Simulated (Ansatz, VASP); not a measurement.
One calculation of V, two programs

```xyz
3
Lattice="4.4380 0.0000 0.0000 -2.2190 3.8434 0.0000 0.0000 0.0000 2.4017" Properties=species:S:1:pos:R:3 pbc="T T T"
V     0.0000    0.0000    0.0000
V     0.0000    2.5623    1.2008
V     2.2190    1.2811    1.2008
```

Alike in both runs: functional PBE; k mesh 6 × 6 × 6; occupations gaussian, width 0.1 eV; collinear spin.

Ansatz relaxed the structure, and its values are those at the end. VASP's run is a single point on that final structure, the one shown.

```csv
,VASP,Ansatz
version,VASP 6.6.1,Ansatz 0.2.0
potentials or method,"VASP PAW PBE potentials, release 64 (V_sv)","scalar-relativistic, plane waves, PAW"
plane-wave cutoff (eV),520,420
valence electrons in the cell,39,39
```

VASP gave:

```
gap on the k mesh at the Fermi level (eV)                     : none
pressure (GPa)                                                : 0.3
net moment per atom (μB)                                      : 0.11
size of the moment on the site where the two differ most (μB) : 0.10
```

Task: What did Ansatz give for the same quantities?

Result: gap on the k mesh at the Fermi level (eV): none; pressure (GPa): 0.0; net moment per atom (μB): 0.10; size of the moment on the site where the two differ most (μB): 0.08.

Site moments also hang on the region over which each program counts them. A gap of «none» marks a metal or a gap that the smearing closes. Ansatz warned: «seeded_moment_not_kept».

Caveats: the k mesh is coarse (spacing up to 0.44 Å⁻¹), so the values aren't converged.
